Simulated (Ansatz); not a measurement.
Write the native input for Ansatz 0.2.0 that does the following.

```yaml
Task: atomic charges
Functional: PBE
Potentials_or_basis: all-electron LAPW, relativistic spinors
Cutoff: 267 eV (chosen from the basis error)
Basis_error_allowed: 0.0005 eV/atom
Occupations: fermi-dirac, width 0.05 eV
Spin: spin-orbit coupling, no magnetisation
```

The system is CdS (Greenockite).

```xyz
4
Lattice="4.1500 0.0000 0.0000 -2.0750 3.5940 0.0000 0.0000 0.0000 6.7370" Properties=species:S:1:pos:R:3 pbc="T T T"
Cd    2.0750    1.1980    3.3685
Cd    0.0000    2.3960    0.0000
S     2.0750    1.1980    5.8949
S     0.0000    2.3960    2.5264
```

These files were run (other wordings do the same):

input.yaml

```yaml
crystal:
  lattice: { a: 4.15, b: 4.15, c: 6.737, alpha: 90.0, beta: 90.0, gamma: 120.0 }
  space_group: 186
  setting: { hermann_mauguin: P63mc }
  reduce_to_primitive: true
  atoms:
    - { symbol: Cd, position: [0.6666666667, 0.3333333333, 0.5] }
    - { symbol: S, position: [0.6666666667, 0.3333333333, 0.875] }
kpoints:
  mp_grid: { kspacing: 0.25 }
scf:
  occupations: { method: fermi_dirac, width: 0.05 }
hamiltonian:
  xc: pbe
  pseudopotentials: { kind: all_electron, lapw: { basis_error: 0.0005 } }
magnetization:
  noncollinear: true
  spin_orbit: true
output:
  forces: true
  stress: true
  eigenvalues: true
  populations: true
```

Potentials or basis: all-electron LAPW, relativistic spinors.

Command:

```sh
$ ansatz run input.yaml --threads 2 --pin off --max-ram 6144MiB --backend cpu --events-out ev --progress --plain --runs-dir out
```

It gave:

```json
{
  "Pressure": "2.0 GPa",
  "Largest force": "0.068 eV/Å",
  "Band gap on the k mesh": "1.18 eV, direct",
  "Loewdin charges": "Cd +1.29; S -1.09 e"
}
```

Caveat: the atomic charges don't sum to the cell's charge.

It took 120 s on 2 threads of Arm Neoverse V2 (shared host), peak memory 0.91 GiB.
